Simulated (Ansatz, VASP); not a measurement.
# GaN in VASP and in Ansatz

```
Ga N
1.0
     0.00000    2.10852    2.10852
     2.10852    0.00000    2.10852
     2.10852    2.10852    0.00000
Ga N
1 1
Direct
  0.00000 0.00000 0.00000
  0.50000 0.50000 0.50000
```

Alike in both runs: task single point; functional r2SCAN; k mesh 8 × 8 × 8; no spin polarisation.

```csv
,VASP,Ansatz
version,VASP 6.6.1,Ansatz 0.2.0
potentials or method,"VASP PAW PBE potentials, release 64 (Ga_d, N)","plane waves, PAW"
plane-wave cutoff (eV),520,500
occupations,"gaussian, width 0.01 eV",fixed
valence electrons in the cell,18,18
```

|  | VASP | Ansatz | Ansatz less VASP |
| --- | --- | --- | --- |
| gap on the k mesh at the Fermi level (eV) | 1.17 | 1.19 | +0.023 |
| pressure (GPa) | 1.3 | 0.0 | -1.34 |

Caveats: the PAW data sets were made with another functional, which shifts forces and pressure a little (VASP). A k mesh can miss the band edges.
